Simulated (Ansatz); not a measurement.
The system is CuO (Tenorite).

```
Cu O
1.0
     2.34185   -1.71130    0.00000
     2.34185    1.71130    0.00000
    -0.85003    0.00000    5.05787
Cu O
2 2
Cartesian
  0.7459 -0.8557 2.5289
  1.1709 0.8557 0.0000
  1.7043 0.2793 3.7934
  2.1293 -0.2793 1.2645
```

| Property | Result |
| --- | --- |
| Program | Ansatz 0.2.0 |
| Task | relaxation of cell and atoms |
| Functional | PBE |
| Dispersion | D4 |
| Potentials or basis | Ansatz PAW |
| Cutoff | 420 eV (not typed: the program's choice for these potentials) |
| k mesh | 10 × 10 × 5 |
| Occupations | fermi-dirac, width 0.05 eV |
| Spin | no spin polarisation |

At the start: volume 10.13 Å³/atom.

Where does the relaxation end?

It ends after 22 steps and the volume is 10.90 Å³/atom (+7.5 %); space group P4_2/mmc (No. 131, to 0.05 Å).

Step by step:
| step | energy change (eV) | largest force (eV/Å) | volume (Å³) |
| --- | --- | --- | --- |
| 1 | 0.0000 | 0.2607 | 40.54 |
| 2 | -0.0160 | 0.2314 | 41.11 |
| 3 | -0.0441 | 0.0378 | 41.93 |
| 4 | -0.0487 | 0.0104 | 42.65 |
| 5 | -0.0561 | 0.0001 | 42.47 |
| 6 | -0.0559 | 0.0005 | 42.53 |
| 7 | -0.0849 | 0.0011 | 42.53 |
| 8 | -0.0966 | 0.0123 | 42.96 |
| 9 | -0.0984 | 0.0394 | 43.50 |
| 10 | -0.1001 | 0.0014 | 43.33 |
| 11 | -0.1000 | 0.0003 | 43.35 |
| 12 | -0.1114 | 0.0019 | 43.35 |
| 13 | -0.1147 | 0.0018 | 43.50 |
| 14 | -0.1149 | 0.0001 | 43.55 |
| 15 | -0.1150 | 0.0005 | 43.55 |
| 16 | -0.1149 | 0.0000 | 43.55 |
| 17 | -0.1175 | 0.0005 | 43.55 |
| 18 | -0.1180 | 0.0002 | 43.59 |
| 19 | -0.1180 | 0.0000 | 43.59 |
| 20 | -0.1185 | 0.0002 | 43.59 |
| 21 | -0.1186 | 0.0005 | 43.60 |
| 22 | -0.1187 | 0.0005 | 43.60 |

Final structure:
```
Cu O
1.0
     2.06020   -2.05302    0.16073
     2.06020    2.05302    0.16073
    -0.40066    0.00000    5.12278
Cu O
2 2
Cartesian
  0.8298 -1.0265 2.6418
  1.0301 1.0265 0.0804
  1.7597 0.0001 4.0028
  1.9600 -0.0001 1.4414
```

Caveat: the plane-wave basis is chosen anew once the cell has moved, so the energies of steps on either side of that aren't comparable; the pressure holds a Pulay correction of +0.7 GPa for the finite cutoff; the run has no spin polarisation, though such a crystal can be magnetic.
